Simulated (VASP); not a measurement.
CdSe:

```xyz
2
Lattice="0.0000 3.0703 3.0703 3.0703 0.0000 3.0703 3.0703 3.0703 0.0000" Properties=species:S:1:pos:R:3 pbc="T T T"
Cd    0.0000    0.0000    0.0000
Se    4.6054    4.6054    4.6054
```

Measurements of this composition are mostly on another form, of space group No. 186.

```yaml
Program: VASP 6.6.1
Task: relaxation of cell and atoms
Functional: PBEsol
Potentials_or_basis: VASP PAW PBE potentials, release 64 (Cd, Se)
Cutoff: 600 eV
k_mesh: 8 × 8 × 8
Occupations: gaussian, width 0.03 eV
Spin: no spin polarisation
```

At the start: pressure -1.1 GPa; volume 28.94 Å³/atom.

Problem. Where does the relaxation end?

Solution. Over 3 steps the energy falls by 2.5 meV/atom and the volume is 28.27 Å³/atom (-2.3 %); space group F-43m (No. 216, to 0.05 Å).

The path:
```
step  energy change (eV)  largest force (eV/Å)  pressure (GPa)  volume (Å³)
   1              0.0000                0.0000           -1.15        57.88
   2             -0.0045                0.0000            0.33        56.16
   3             -0.0049                0.0000            0.02        56.53
```

Final structure:
```xyz
2
Lattice="0.0000 3.0462 3.0462 3.0462 0.0000 3.0462 3.0462 3.0462 0.0000" Properties=species:S:1:pos:R:3 pbc="T T T"
Cd    0.0000    0.0000    0.0000
Se    4.5693    4.5693    4.5693
```

Caveat: the PAW data sets were made with another functional, which shifts forces and pressure a little.
